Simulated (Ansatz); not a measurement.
Set up this calculation in Ansatz 0.2.0, as the native input.

```
Task                  : relaxation of cell and atoms
Functional            : PBE
Potentials or basis   : Ansatz PAW
Cutoff                : 420 eV (not typed: the program's choice for these potentials)
k mesh                : 5 × 5 × 5
Occupations           : fermi-dirac, width 0.05 eV
Spin                  : no spin polarisation
Target pressure       : 30 GPa
Target pressure (GPa) : 30
```

The system is TiO2.

```
Ti O
1.0
     4.81270    0.00000    0.00000
     0.00000    4.87188    0.00000
    -0.86289    0.00000    4.96659
Ti O
4 8
Cartesian
  1.1513 0.2573 1.0586
  3.2300 2.6932 1.4247
  2.7985 4.6146 3.9080
  0.7198 2.1787 3.5419
  -0.4276 0.8622 4.2293
  3.9459 3.2981 3.2206
  4.3774 4.0097 0.7373
  0.0039 1.5738 1.7460
  1.7406 3.6911 2.3183
  2.6406 1.2552 0.1650
  2.2092 1.1808 2.6483
  1.3092 3.6167 4.8016
```

The cell comes from a database or a generator and needn't be the stable form of this composition.

These files were run (other wordings do the same):

input.yaml

```yaml
crystal:
  lattice:
    - [4.8126997814, 0.0, 0.0]
    - [0.0, 4.87188446, 0.0]
    - [-0.8628854487, 0.0, 4.9665942755]
  atoms:
    - { symbol: Ti, position: [0.27743526, 0.05280836, 0.21314827] }
    - { symbol: Ti, position: [0.72256474, 0.55280836, 0.28685173] }
    - { symbol: Ti, position: [0.72256474, 0.94719164, 0.78685173] }
    - { symbol: Ti, position: [0.27743526, 0.44719164, 0.71314827] }
    - { symbol: O, position: [0.06383822, 0.17696552, 0.85155674] }
    - { symbol: O, position: [0.93616178, 0.67696552, 0.64844326] }
    - { symbol: O, position: [0.93616178, 0.82303448, 0.14844326] }
    - { symbol: O, position: [0.06383822, 0.32303448, 0.35155674] }
    - { symbol: O, position: [0.44536099, 0.75763174, 0.46677186] }
    - { symbol: O, position: [0.55463901, 0.25763174, 0.03322814] }
    - { symbol: O, position: [0.55463901, 0.24236826, 0.53322814] }
    - { symbol: O, position: [0.44536099, 0.74236826, 0.96677186] }
hamiltonian:
  xc: pbe
  pseudopotentials: { kind: paw }
kpoints:
  mp_grid: { grid: [5, 5, 5] }
scf:
  occupations: { method: fermi_dirac, width: 0.05 }
output:
  forces: true
  stress: true
  eigenvalues: true
  write_density: true
  write_potential: true
  elf: true
  volumetric_format: npy
relax:
  f_tol: 0.01
  max_steps: 40
  cell: { stress_tol: 0.05, p_target: 30.0 }
```

Potentials or basis: Ansatz PAW.

Launch:

```bash
$ ansatz run input.yaml --threads 4 --pin off --max-ram 11264MiB --backend cpu --events-out ev --progress --plain --runs-dir out
```

Results of the run:

```json
{"Relaxed volume": "8.61 Å³/atom", "Relaxed cell": "a = 4.568 Å, b = 4.852 Å, c = 4.706 Å, α = 90.00°, β = 98.01°, γ = 90.00°", "Space group after relaxing (to 0.05 Å)": "P2_1/c (No. 14)", "Energy change on relaxing (the enthalpy is what falls)": "+109.5 meV/atom", "Ionic steps": "12", "Pressure after relaxing": "30.0 GPa", "Band gap on the k mesh": "2.50 eV, indirect (least direct gap 2.60 eV)"}
```

Caveat: odd divisions of the mesh miss points on the zone boundary, where band edges often lie, so the gap on the mesh can be too wide; the plane-wave basis is chosen anew once the cell has moved, so the energies of steps on either side of that aren't comparable; the pressure holds a Pulay correction of +0.9 GPa for the finite cutoff.

Run time: 110 s on 4 threads of Arm Neoverse N1, on a shared host, peak memory 0.62 GiB.
